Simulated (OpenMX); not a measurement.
The system is BaTiO3.

```
Ba Ti O
1.0
     3.99980    0.00000    0.00000
     0.00000    3.99980    0.00000
     0.00000    0.00000    4.01800
Ba Ti O
1 1 3
Direct
  0.00000 0.00000 0.00000
  0.50000 0.50000 0.49000
  0.00000 0.50000 0.51700
  0.50000 0.00000 0.51700
  0.50000 0.50000 0.01900
```

Base run:

- Program: OpenMX 3.8.5
- Functional: PBE
- Potentials or basis: OpenMX 2013 PBE set, Ba10.0-s3p2d2, Ti7.0-s3p2d2, O6.0-s2p2d1, grid cutoff 400 Ry
- k mesh: 5 × 5 × 5
- Occupations: fermi-dirac, width 0.05 eV
- Spin: no spin polarisation

Its results: band gap on the k mesh 1.55 eV, indirect (least direct gap 1.77 eV); pressure 3.9 GPa; largest force 0.447 eV/Å.

Task: The run is repeated on the same cell with these changes: functional from PBE to LDA; potentials or basis from OpenMX 2013 PBE set, Ba10.0-s3p2d2, Ti7.0-s3p2d2, O6.0-s2p2d1, grid cutoff 400 Ry to OpenMX 2013 LDA set, Ba10.0-s3p2d2, Ti7.0-s3p2d2, O6.0-s2p2d1, grid cutoff 400 Ry. What comes out?

Result: Band gap on the k mesh 1.48 eV, indirect (least direct gap 1.70 eV); pressure -6.5 GPa; largest force 0.504 eV/Å.

Caveats: spin-orbit coupling is left out, which moves the levels of the heavy elements; the mesh misses the band edges, which the band path finds closer together; the basis of atomic orbitals isn't converged, which shifts pressures, moduli and gaps.

Not every run made on this cell is shown here.
